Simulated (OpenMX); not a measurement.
The system is Sb.

```
Sb
1.0
     2.15420    1.24373    3.75800
    -2.15420    1.24373    3.75800
     0.00000   -2.48746    3.75800
Sb
2
Direct
  0.76651 0.76651 0.76651
  0.23349 0.23349 0.23349
```

Program: OpenMX 3.8.5. Alike in all runs: no spin polarisation; cell as given; smearing fermi-dirac 0.05 eV.

Q: Order these runs on this cell by their pressure, lowest first.
A. level LDA; potentials or basis OpenMX 2013 LDA set, Sb7.0-s3p2d2, grid cutoff 500 Ry; k mesh 9 × 9 × 9
B. level PBE; potentials or basis OpenMX 2013 PBE set, Sb7.0-s3p2d1, grid cutoff 500 Ry; k mesh 9 × 9 × 9
C. level PBE; potentials or basis OpenMX 2013 PBE set, Sb7.0-s3p2d2, grid cutoff 700 Ry; k mesh 7 × 7 × 7

A: A (0.6 GPa), C (4.5 GPa), B (6.4 GPa).

Caveats: the basis of atomic orbitals isn't converged, which shifts pressures, moduli and gaps.

Not every run made on this cell is shown here.
